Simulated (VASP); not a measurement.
# GaP (F-43m) in VASP: notebook, part 2 of 2

VASP 6.6.1. Earlier steps stand in the parts before.

### Step 3. Relaxation of cell and atoms, PBE

This run uses another cell than the first one, of 20.86 Å³/atom, 1.031 times its volume.

Contents of INCAR:

```
SYSTEM = GaP
  ALGO = Normal
  EDIFF = 1E-7
  EDIFFG = -0.002
  ENCUT = 520
  GGA = PE
  IBRION = 2
  ISIF = 3
  ISMEAR = 0
  KPAR = 4
  LASPH = .True.
  LCHARG = .False.
  LREAL = .False.
  LWAVE = .False.
  NELM = 100
  NSW = 80
  PREC = Accurate
  SIGMA = 0.02
```

Contents of KPOINTS:

```
k-points
0
Gamma
  10 10 10
  0 0 0
```

Contents of POSCAR:

```
GaP                                     
1.0
   -0.0000000000      2.7528365045      2.7528365045
    2.7528365045      0.0000000000      2.7528365045
    2.7528365045      2.7528365045      0.0000000000
  Ga              P             
     1     1
Direct
     0.0000000000000000    0.0000000000000000    0.0000000000000000
     0.2500000000000000    0.2500000000000000    0.2500000000000000
```

Potentials or basis: VASP PAW PBE potentials, release 64 (Ga_d, P).

Started as:

```bash
$ cat potpaw_PBE.64/Ga_d/POTCAR potpaw_PBE.64/P/POTCAR > POTCAR
$ mpirun -np 4 vasp_std > vasp.out
```

OUTCAR:

```text
SYSTEM = GaP
   EDIFF = 1E-7
   EDIFFG = -0.002
   ENCUT = 520
   GGA = PE
   IBRION = 2
   ISIF = 3
   ISMEAR = 0
   LASPH = .True.
   LREAL = .False.
   NELM = 100
   NSW = 80
   PREC = Accurate

 ion  position               nearest neighbor table
   1  0.000  0.000  0.000-   2 2.38   2 2.38   2 2.38   2 2.38
   2  0.250  0.250  0.250-   1 2.38   1 2.38   1 2.38   1 2.38

  LATTYP: Found a face centered cubic cell.
 ALAT       =     5.5056730090

  Lattice vectors:

 A1 = (   0.0000000000,   2.7528365045,   2.7528365045)
 A2 = (   2.7528365045,   0.0000000000,   2.7528365045)
 A3 = (   2.7528365045,   2.7528365045,   0.0000000000)

Analysis of symmetry for initial positions (statically):
=====================================================================
 Subroutine PRICEL returns:
 Original cell was already a primitive cell.

 Routine SETGRP: Setting up the symmetry group for a
 face centered cubic supercell.

 Subroutine GETGRP returns: Found 24 space group operations
 (whereof 24 operations were pure point group operations)
 out of a pool of 48 trial point group operations.

The static configuration has the point symmetry T_d .

Analysis of symmetry for dynamics (positions and initial velocities):
=====================================================================
 Subroutine PRICEL returns:
 Original cell was already a primitive cell.

 Routine SETGRP: Setting up the symmetry group for a
 face centered cubic supercell.

 Subroutine GETGRP returns: Found 24 space group operations
 (whereof 24 operations were pure point group operations)
 out of a pool of 48 trial point group operations.

The dynamic configuration has the point symmetry T_d .

 Subroutine INISYM returns: Found 24 space group operations
 (whereof 24 operations are pure point group operations),
 and found     1 'primitive' translations

----------------------------------------------------------------------------------------

                                     Primitive cell

  volume of cell :      41.7226

  direct lattice vectors                    reciprocal lattice vectors
     0.000000000  2.752836504  2.752836504    -0.181630838  0.181630838  0.181630838
     2.752836504  0.000000000  2.752836504     0.181630838 -0.181630838  0.181630838
     2.752836504  2.752836504  0.000000000     0.181630838  0.181630838 -0.181630838

  length of vectors
     3.893098720  3.893098720  3.893098720     0.314593839  0.314593839  0.314593839

  position of ions in fractional coordinates (direct lattice)
     0.000000000  0.000000000  0.000000000
     0.250000000  0.250000000  0.250000000

  ion indices of the primitive-cell ions
   primitive index   ion index
                 1           1
                 2           2

----------------------------------------------------------------------------------------

 KPOINTS: k-points

Automatic generation of k-mesh.
 Grid dimensions read from file:
 generate k-points for:   10   10   10

 Generating k-lattice:

  Cartesian coordinates                     Fractional coordinates (reciprocal lattice)
    -0.018163084  0.018163084  0.018163084     0.100000000  0.000000000  0.000000000
     0.018163084 -0.018163084  0.018163084     0.000000000  0.100000000  0.000000000
     0.018163084  0.018163084 -0.018163084     0.000000000  0.000000000  0.100000000

  Length of vectors
     0.031459384  0.031459384  0.031459384

  Shift w.r.t. Gamma in fractional coordinates (k-lattice)
     0.000000000  0.000000000  0.000000000

 Subroutine IBZKPT returns following result:
 ===========================================

 Found     47 irreducible k-points:

 Following reciprocal coordinates:
            Coordinates               Weight
  0.000000  0.000000  0.000000      1.000000
  0.100000  0.000000  0.000000      8.000000
  0.200000  0.000000  0.000000      8.000000
  0.300000  0.000000  0.000000      8.000000
  0.400000  0.000000  0.000000      8.000000
  0.500000  0.000000  0.000000      4.000000
[... 16 lines left out ...]
  0.300000  0.300000  0.000000      6.000000
  0.400000  0.300000  0.000000     24.000000
 [... further k-points ...]
   k-points           NKPTS =     47   k-points in BZ     NKDIM =     47   number of bands    NBANDS=     13
   number of dos      NEDOS =    301   number of ions     NIONS =      2
   total plane-waves  NPLWV =  27000
   dimension x,y,z NGX =    30 NGY =   30 NGZ =   30
   dimension x,y,z NGXF=    60 NGYF=   60 NGZF=   60
   ions per type =               1   1
   NGX,Y,Z   is equivalent  to a cutoff of  12.81, 12.81, 12.81 a.u.
   NGXF,Y,Z  is equivalent  to a cutoff of  25.62, 25.62, 25.62 a.u.
 SYSTEM =  GaP
   PREC   = accura    normal or accurate (medium, high low for compatibility)
   ISTART =      0    job   : 0-new  1-cont  2-samecut
   ICHARG =      2    charge: 1-file 2-atom 10-const
   ISPIN  =      1    spin polarized calculation?
   LNONCOLLINEAR =      F non collinear calculations
   LSORBIT =      F    spin-orbit coupling
   LASPH  =      T    aspherical Exc in radial PAW
   ENCUT  =  520.0 eV  38.22 Ry    6.18 a.u.   7.24  7.24  7.24*2*pi/ulx,y,z
   NELM   =    100;   NELMIN=  2; NELMDL= -5     # of ELM steps
   EDIFF  = 0.1E-06   stopping-criterion for ELM
   LREAL  =      F    real-space projection
   EDIFFG = -.2E-02   stopping-criterion for IOM
   NSW    =     80    number of steps for IOM
   IBRION =      2    ionic relax: 0-MD 1-quasi-New 2-CG
   NFREE  =      1    steps in history (QN), initial steepest desc. (CG)
   ISIF   =      3    stress and relaxation
   ISYM   =      2    0-nonsym 1-usesym 2-fastsym
   POTIM  = 0.5000    time-step for ionic-motion
   TEBEG  =    0.0;   TEEND  =   0.0 temperature during run
   PSTRESS=    0.0 pullay stress
   NELECT =      18.0000    total number of electrons
   NUPDOWN=      -1.0000    fix difference up-down
   EMIN   =  10.00;   EMAX   =-10.00  energy-range for DOS
   EFERMI =   0.00;   METHOD = LEGACY
   ISMEAR =     0;   SIGMA  =   0.02  broadening in eV -4-tet -1-fermi 0-gaus
   EFERMI_NEDOS =   21; number of points for ismear=-14 and -15
   IALGO  =     38    algorithm
   IMIX   =      4    mixing-type and parameters
     AMIX     =   0.40;   BMIX     =  1.00
     AMIX_MAG =   1.60;   BMIX_MAG =  1.00
  volume/ion in A,a.u.               =      20.86       140.78
  Fermi-wavevector in a.u.,A,eV,Ry     =   1.237016  2.337621 20.819745  1.530208
  Thomas-Fermi vector in A             =   2.371600
   LORBIT       =      0    0 simple, 1 ext, 2 COOP (PROOUT), +10 PAW based schemes
   GGA     = PE    functional components
   LHFCALC =     F    Hartree Fock is set to
   AEXX    =    0.0000 exact exchange contribution
   IVDW    =     0    specifies the selected vdW correction
   LEPSILON=     F    determine dielectric tensor
   LRPA    =     F    only Hartree local field effects (RPA)
 conjugate gradient relaxation of ions
 non-spin polarized calculation
 Gauss-broadening in eV      SIGMA  =   0.02
  energy-cutoff  :      520.00
  volume of cell :       41.72
 maximum number of plane-waves:      1158
 NGX is ok and might be reduce to    30
   NGX = 15   NGY = 15   NGZ = 15

 number of electron      18.0000003 magnetization

 Free energy of the ion-electron system (eV)
  ---------------------------------------------------
  ext. energy  EPLUGINS =         0.00000000
  ---------------------------------------------------
  free energy    TOTEN  =        -9.12760932 eV

  energy without entropy =       -9.12760932  energy(sigma->0) =       -9.12760932

 E-fermi :   4.4329     XC(G=0):  -9.6963

 val. band max:        4.3478174598   @ k =   0.0000   0.0000   0.0000
 cond. band min:       5.9254975482   @ k =   0.0000   0.0000   0.0000
 fundamental gap:      1.5776800884
 Fermi energy:         4.4329117103

 k-point     1 :       0.0000    0.0000    0.0000
  band No.  band energies     occupation
      1     -10.1544      2.00000
      2     -10.1544      2.00000
      3     -10.1544      2.00000
      4     -10.0636      2.00000
      5     -10.0636      2.00000
      6      -7.9206      2.00000
      7       4.3478      2.00000
      8       4.3478      2.00000
      9       4.3478      2.00000
     10       5.9255      0.00000
     11       8.2442      0.00000
     12       8.2442      0.00000
     13       8.2442      0.00000
[... 354 lines left out ...]
  band No.  band energies     occupation
      1     -10.2406      2.00000
      2     -10.1112      2.00000
      3     -10.1094      2.00000
      4     -10.0852      2.00000
      5     -10.0488      2.00000
      6      -6.0224      2.00000
      7      -0.9616      2.00000
      8       1.8601      2.00000
      9       2.1916      2.00000
     10       6.4186      0.00000
     11       7.4686      0.00000
     12      11.8301      0.00000
     13      12.3278      0.00000

 [... further k-points ...]
[... 5 lines left out ...]
  --------------------------------------------------------------------------------------
  -------------------------------------------------------------------------------------
  Total        0.0034276      0.0034276      0.0034276     -0.0000000      0.0000000      0.0000000
  in kB        0.1316206      0.1316206      0.1316206     -0.0000000      0.0000000      0.0000000
  external PRESSURE =       0.1316206 kB  Pullay stress =       0.0000000 kB

 VOLUME and BASIS-vectors are now :
 -----------------------------------------------------------------------------
  energy-cutoff  :      520.00
  volume of cell :       41.72
      direct lattice vectors                 reciprocal lattice vectors
     0.000000000  2.752836504  2.752836504    -0.181630838  0.181630838  0.181630838
     2.752836504  0.000000000  2.752836504     0.181630838 -0.181630838  0.181630838
     2.752836504  2.752836504  0.000000000     0.181630838  0.181630838 -0.181630838

 POSITION                                       TOTAL-FORCE (eV/Angst)
 -----------------------------------------------------------------------------------
      0.00000      0.00000      0.00000         0.000000      0.000000      0.000000
      1.37642      1.37642      1.37642        -0.000000     -0.000000     -0.000000
 -----------------------------------------------------------------------------------
    total drift:                                0.000002      0.000002      0.000002

  FREE ENERGIE OF THE ION-ELECTRON SYSTEM (eV)
  ---------------------------------------------------
  free  energy   TOTEN  =        -9.1276093157 eV

  energy  without entropy=       -9.1276093157  energy(sigma->0) =       -9.12760932

 reached required accuracy - stopping structural energy minimisation
```

CONTCAR:

```text
GaP
   1.00000000000000
     0.0000000000000000    2.7528365044999998    2.7528365044999998
     2.7528365044999998    0.0000000000000000    2.7528365044999998
     2.7528365044999998    2.7528365044999998    0.0000000000000000
  Ga              P
     1     1
Direct
     0.0000000000000000    0.0000000000000000    0.0000000000000000
     0.2500000000000000    0.2500000000000000    0.2500000000000000

  0.00000000E+00  0.00000000E+00  0.00000000E+00
  0.00000000E+00  0.00000000E+00  0.00000000E+00
```

Wall time 8.9 s (4 MPI ranks of Intel Xeon Platinum 8375C at 2.90GHz (Ice Lake), shared host); peak memory 0.17 GiB.

Results:

* Free energy: -9.1276 eV
* Pressure after relaxing: 0.0 GPa
* Band gap on the k mesh: 1.58 eV, direct

Final structure:
```
Ga P
1.0
     0.00000    2.75284    2.75284
     2.75284    0.00000    2.75284
     2.75284    2.75284    0.00000
Ga P
1 1
Direct
  0.00000 0.00000 0.00000
  0.25000 0.25000 0.25000
```

Caveat: the relaxation stopped at its first step, so nothing moved.
